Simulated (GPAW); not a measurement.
# BN (F-43m) in GPAW: settings compared, part 2 of 2

GPAW 26.7.0. Earlier steps stand in the parts before.

## 4. Band structure, PBEsol

Input file run.py:

```python
from ase.dft.bandgap import bandgap
from ase.io import read, write
from ase.units import GPa
from gpaw import GPAW, PW, setup_paths

setup_paths.insert(0, '.')

atoms = read('POSCAR')

calc = GPAW(mode=PW(800),
            xc='PBEsol',
            kpts={'size': (13, 13, 13), 'gamma': True},
            occupations={'name': 'fermi-dirac', 'width': 0.05},
            nbands=11,
            convergence={'density': 1e-05, 'energy': 1e-05},
            maxiter=150,
            txt='gpaw.txt')
atoms.calc = calc
energy = atoms.get_potential_energy()
forces = atoms.get_forces()
stress = atoms.get_stress()
calc.write('gs.gpw')
write('result.traj', atoms)
print(f'Energy: {energy:.6f} eV')
print('Forces (eV/A):')
print(forces.round(4))
print('Stress (GPa):', (stress / GPa).round(3))
print('Fermi level:', round(calc.get_fermi_level(), 4), 'eV')
print(f'Gap: {bandgap(calc)[0]:.4f} eV, direct: {bandgap(calc, direct=True)[0]:.4f} eV')

path = atoms.cell.bandpath('GXWKGLUWLK,UX', npoints=80, eps=1e-4)
bs_calc = calc.fixed_density(kpts=path, symmetry='off', nbands=18,
                             convergence={'bands': 'CBM+6.0', 'eigenstates': 1e-6}, txt='bands.txt')
bs = bs_calc.band_structure()
bs.write('bs.json')
print(f'Gap on the path: {bandgap(bs_calc)[0]:.4f} eV')
```

Input file POSCAR:

```
BN
1.0
    0.0000000000      1.8130010000      1.8130010000
    1.8130010000      0.0000000000      1.8130010000
    1.8130010000      1.8130010000      0.0000000000
N B
1 1
Direct
    0.2500000000      0.2500000000      0.2500000000
    0.0000000000      0.0000000000      0.0000000000
```

Potentials or basis: PAW data sets generated in the run's folder for this functional, pw.

Launch:

```
gpaw-setup -f PBEsol B N
OMP_NUM_THREADS=1 python run.py
```

gpaw.txt:

```text
__  _  _
 | _ |_)|_||  |
 |__||  | ||/\| - 26.7.0

Input parameters:
  mode=PW(ecut=800.0),
  convergence={'density': 1e-05, 'energy': 1e-05},
  kpts=MonkhorstPack(size=(13, 13, 13), gamma=True),
  maxiter=150,
  nbands=11,
  occupations=Occupations(name='fermi-dirac', width=0.05),
  xc=XC(name='PBEsol')

Diagonalizing LCAO Hamiltonian
Converting LCAO to pw mode

          N
       B

Atoms  # Å, Bohr magnetons
|   | symbol |        x |        y |        z |    initial magnetic moments |
|---|--------|----------|----------|----------|-----------------------------|
| 0 |      N | 0.906501 | 0.906501 | 0.906501 | ( 0.0000,  0.0000,  0.0000) |
| 1 |      B | 0.000000 | 0.000000 | 0.000000 | ( 0.0000,  0.0000,  0.0000) |

Unit cell  # Å
| periodic |        x |        y |        z |  lengths |    angles |
|----------|----------|----------|----------|----------|-----------|
|      yes | 0.000000 | 1.813001 | 1.813001 | 2.563971 | 60.000000 |
|      yes | 1.813001 | 0.000000 | 1.813001 | 2.563971 | 60.000000 |
|      yes | 1.813001 | 1.813001 | 0.000000 | 2.563971 | 60.000000 |

Number of symmetries: 24
Symmetry operations  # r_c * U_cc + t_c -> r_c
|    | kind |            matrix            |
|----|------|------------------------------|
|  0 |  E   |  1, 0, 0,  0, 1, 0,  0, 0, 1 |
|  1 |  σ   |  1, 0, 0,  0, 0, 1,  0, 1, 0 |
|  2 |  σ   |  1, 0,-1,  0, 1,-1,  0, 0,-1 |
|  3 |  C3  |  1, 0,-1,  0, 0,-1,  0, 1,-1 |
|  4 |  C3  |  1,-1, 0,  0,-1, 1,  0,-1, 0 |
|  5 |  σ   |  1,-1, 0,  0,-1, 0,  0,-1, 1 |
|  6 |  σ   |  0, 1, 0,  1, 0, 0,  0, 0, 1 |
|  7 |  C3  |  0, 1, 0,  0, 0, 1,  1, 0, 0 |
|  8 |  C2  |  0, 1,-1,  1, 0,-1,  0, 0,-1 |
|  9 |  S4  |  0, 1,-1,  0, 0,-1,  1, 0,-1 |
| 10 |  C3  |  0, 0, 1,  1, 0, 0,  0, 1, 0 |
| 11 |  σ   |  0, 0, 1,  0, 1, 0,  1, 0, 0 |
| 12 |  S4  |  0, 0,-1,  1, 0,-1,  0, 1,-1 |
| 13 |  C3  |  0, 0,-1,  0, 1,-1,  1, 0,-1 |
| 14 |  S4  |  0,-1, 1,  1,-1, 0,  0,-1, 0 |
| 15 |  C2  |  0,-1, 1,  0,-1, 0,  1,-1, 0 |
| 16 |  C3  |  0,-1, 0,  1,-1, 0,  0,-1, 1 |
| 17 |  S4  |  0,-1, 0,  0,-1, 1,  1,-1, 0 |
| 18 |  S4  | -1, 1, 0, -1, 0, 1, -1, 0, 0 |
| 19 |  C3  | -1, 1, 0, -1, 0, 0, -1, 0, 1 |
| 20 |  C3  | -1, 0, 1, -1, 1, 0, -1, 0, 0 |
| 21 |  S4  | -1, 0, 1, -1, 0, 0, -1, 1, 0 |
| 22 |  σ   | -1, 0, 0, -1, 1, 0, -1, 0, 1 |
| 23 |  C2  | -1, 0, 0, -1, 0, 1, -1, 1, 0 |

BZ-sampling:
  Number of BZ points: 2197
  Number of IBZ points: 84

  Monkhorst-Pack size: [13, 13, 13]
  Monkhorst-Pack shift: [0, 0, 0]

K-points  # in reciprocal-cell coordinates
|     |                                coordinates |     weight |
|-----|--------------------------------------------|------------|
|   0 | (  0.00000000,   0.00000000,   0.00000000) | 0.00045517 |
|   1 | (  0.07692308,   0.07692308,   0.00000000) | 0.00273100 |
|   2 | (  0.07692308,   0.07692308,   0.07692308) | 0.00364133 |
|   3 | (  0.15384615,   0.07692308,   0.07692308) | 0.00546199 |
|   4 | (  0.15384615,   0.15384615,   0.00000000) | 0.00273100 |
|   5 | (  0.15384615,   0.15384615,   0.07692308) | 0.01092399 |
|   6 | (  0.15384615,   0.15384615,   0.15384615) | 0.00364133 |
|   7 | (  0.23076923,   0.15384615,   0.07692308) | 0.01092399 |
|   8 | (  0.23076923,   0.15384615,   0.15384615) | 0.01092399 |
|   9 | (  0.23076923,   0.23076923,   0.00000000) | 0.00273100 |
| ... |                                            |            |
|  83 | (  0.46153846,   0.46153846,   0.46153846) | 0.00364133 |

Plane wave coefficients: 623
Cutoff: 800.0 eV

Spin-components: 1 (collinear spins)
Bands:           11
Projectors:      10
Spin-degeneracy: 2
Datatype:        complex128

Parallelization:
  kpt:    1
  domain: 1
  band:   1

Density:
  Valence electrons: 8.0
  Components: 1
  Grid points: [18 18 18]
  Charge: 0.0  # |e|

Potential:
  Grid points: [18 18 18]

species:
  N:
    name:    Nitrogen
    Z:       7.0
    valence: 5
    core:    2
    charge:  0.0  # [|e|]
    compensation charges:
      type: gauss
      rc: 0.18  # [Å]
      lmax: 2
    cutoffs:
      filter: 1.11  # [Å]
      core: 0.96  # [Å]
    projectors
    | kind |    occ | energy [eV] | rcut [Å] |
    |------|--------|-------------|----------|
    |   2s |  2.000 |     -18.455 |    0.603 |
    |   2p |  3.000 |      -7.035 |    0.529 |
    |    s |        |       8.756 |    0.603 |
    |    p |        |      20.177 |    0.529 |
    |    d |        |       0.000 |    0.577 |

    Using partial waves for N as LCAO basis

  B:
    name:    Boron
    Z:       5.0
    valence: 3
    core:    2
    charge:  0.0  # [|e|]
    compensation charges:
      type: gauss
      rc: 0.20  # [Å]
      lmax: 2
    cutoffs:
      filter: 1.14  # [Å]
      core: 1.42  # [Å]
    projectors
    | kind |    occ | energy [eV] | rcut [Å] |
    |------|--------|-------------|----------|
    |   2s |  2.000 |      -9.361 |    0.635 |
    |   2p |  1.000 |      -3.555 |    0.635 |
    |    s |        |      17.850 |    0.635 |
    |    p |        |      23.657 |    0.635 |
    |    d |        |       0.000 |    0.635 |

    Using partial waves for B as LCAO basis

Reference energy: -2141.827435  # eV

eigensolver:
  PPCG
  Converge bands: occupied
  niter=2

density mixing:
  MSR1-Mixer
  Pratt-step length: 0.05
  Maximum mixing coefficient: 0.75
  Old densities: 10
  SVD Regularization: 0.005
  Good broyden scale: 1.0
  Trust region scale: 1.0
  Backstep threshold: 4.0
  History deletion threshold: 6.0
  Fourier metric: weight=20.0, sigma=0.015

occupation numbers:
  Fermi-Dirac:
    width: 0.0500  # eV

poisson solver:
  ecut: 6400.0  # eV

xc functional:
  name: PBEsol with 2 nearest neighbor stencil

convergence criteria:
- Maximum integral of absolute [dens]ity change: 1e-05 electrons / valence electron
- Maximum [total energy] change in last 3 cyles: 1e-05 eV / valence electron
- Maximum integral of absolute [eigenst]ate change: 4e-08 eV^2 / valence electron
maximum number of iterations: 150

SCF iterations
|iter     | |      energy | eigst |  dens |
|---------|-|-------------|-------|-------|
|iter:   1| |  -19.304475 | +0.09 |       |
|iter:   2| |  -19.133115 | -2.09 | -0.75 |
|iter:   3| |  -18.467661 | -1.41 | -0.79 |
|iter:   4| |  -18.454416 | -3.01 | -1.40 |
|iter:   5| |  -18.453198 | -3.60 | -1.86 |
|iter:   6| |  -18.453225 | -5.43 | -2.62 |
|iter:   7| |  -18.453225c| -7.20 | -3.64 |
|iter:   8| |  -18.453225c| -7.56c| -4.42 |
|iter:   9| |  -18.453225c| -8.90c| -5.65c|

Converged in 9 steps
Energy contributions relative to reference atoms: (reference = -2141.827435)

Energy contributions:
  Kinetic:          15.937180
  Coulomb:         -15.396804
  Zero:              0.101559
  External:          0.000000
  Xc:              -19.095160
  Entropy:          -0.000000
  Spinorbit:         0.000000
  ----------------------------
  Free energy:     -18.453225
  Extrapolated:    -18.453225

dipole moment: (-7.332690, -7.332690, -7.332690)  # |e|*Ang

Fermi level: 12.145
Eigenvalues  # (at kpt = [0.000, 0.000, 0.000])
| band index |      eig [eV] | occ [0-2] |
|------------|---------------|-----------|
|          0 |       -10.239 |     2.000 |
|          1 |         9.904 |     2.000 |
|          2 |         9.904 |     2.000 |
|          3 |         9.904 |     2.000 |
|          4 |        18.630 |     0.000 |
|          5 |        18.630 |     0.000 |
|          6 |        18.630 |     0.000 |
|          7 |        20.038 |     0.000 |
|          8 |        34.245 |     0.000 |
|          9 |        37.504 |     0.000 |
|         10 |        37.858 |     0.000 |

Gap: 4.354 eV
Transition (v -> c):
  (s=0, k=0, n=3, [0.00, 0.00, 0.00]) -> (s=0, k=77, n=4, [0.46, 0.46, 0.00])
Direct/indirect transitions are different
Direct gap: 8.726 eV
Transition at: (s=0, k=0, n=3, [0.00, 0.00, 0.00])

Forces  # eV/Ang
|        x |        y |        z |
|----------|----------|----------|
|  0.00000 | -0.00000 | -0.00000 |  # N    0
| -0.00000 |  0.00000 | -0.00000 |  # B    1

Stress tensor  # eV/Ang^3
|        x |         y |         z |
|----------|-----------|-----------|
| 0.046989 |  0.000000 |  0.000000 |
| 0.000000 |  0.046989 | -0.000000 |
| 0.000000 | -0.000000 |  0.046989 |

# Writing to gs.gpw (mode='')
```

Wall time 26 s (1 thread of Arm Neoverse V1, shared host); peak memory 0.18 GiB.

What came out:

```yaml
Free_energy: -18.4532 eV
Pressure: -7.5 GPa
Band_gap_on_the_k_mesh: 4.35 eV, indirect (least direct gap 8.73 eV)
Band_gap_along_the_path: 4.28 eV, indirect (least direct gap 8.73 eV)
```

Levels at the corners of the path, in eV from the valence-band top:
```csv
point,band 2,band 3,band 4,band 5,band 6,band 7
Γ,0.00,0.00,0.00,8.73,8.73,8.73
X,-8.91,-4.89,-4.89,4.28,9.04,17.75
W,-7.56,-6.98,-6.52,9.40,13.16,14.28
K,-8.11,-7.68,-4.07,6.73,12.68,15.67
Γ,0.00,0.00,0.00,8.73,8.73,8.73
L,-10.69,-1.93,-1.93,9.98,10.58,10.58
U,-8.11,-7.68,-4.07,6.73,12.68,15.67
W,-7.56,-6.98,-6.52,9.40,13.16,14.28
L,-10.69,-1.93,-1.93,9.98,10.58,10.58
K,-8.11,-7.68,-4.07,6.73,12.68,15.67
U,-8.11,-7.68,-4.07,6.73,12.68,15.67
X,-8.91,-4.89,-4.89,4.28,9.04,17.75
```

## 5. Summary

| level | potentials or basis | band points | gap on the mesh (eV) | pressure (GPa) |
| --- | --- | --- | --- | --- |
| PBE | GPAW PAW data sets (gpaw-data 1.2.1), pw | 100 | 4.53 | -1.6 |
| LDA | the program's PAW data sets (release 1.2.1) made for this functional, pw | 100 | 4.42 | -15.5 |
| PBEsol | PAW data sets generated in the run's folder for this functional, pw | 80 | 4.35 | -7.5 |

Alike in all rows: task band structure; no spin polarisation; cell as given; k mesh 13 × 13 × 13; cutoff (eV) 800; smearing fermi-dirac 0.05 eV.

Caveats: so large a pressure means that the cell lies far from this level's equilibrium, or that cutoff or potentials fall short (some runs).

Total energies depend on the potentials used, so only differences within one code and one set of settings carry meaning.

## 6. How close it comes

Step 2. Against the measured gap of BN, 6.4 eV (indirect; 300 K; a printed reference work, monograph), the calculated 4.46 eV is off by -1.94 eV. The value is that of PBE, without temperature or zero-point motion. Semilocal functionals fall short of measured gaps as a rule. The cell is a database's relaxed one, not the measured one, which moves gaps too.

Step 3. A measured gap of BN is 6.4 eV (indirect; 300 K; a printed reference work, monograph); the calculated 4.35 eV misses it by -2.05 eV. The value is that of LDA, without temperature or zero-point motion. Semilocal functionals fall short of measured gaps as a rule. The cell is a database's relaxed one, not the measured one, which moves gaps too.

Step 4. Measured gap of BN: 6.4 eV (indirect; 300 K; a printed reference work, monograph). This calculation gives 4.28 eV (-2.12 eV). The value is that of PBEsol, without temperature or zero-point motion. Semilocal functionals fall short of measured gaps as a rule. The cell is a database's relaxed one, not the measured one, which moves gaps too.
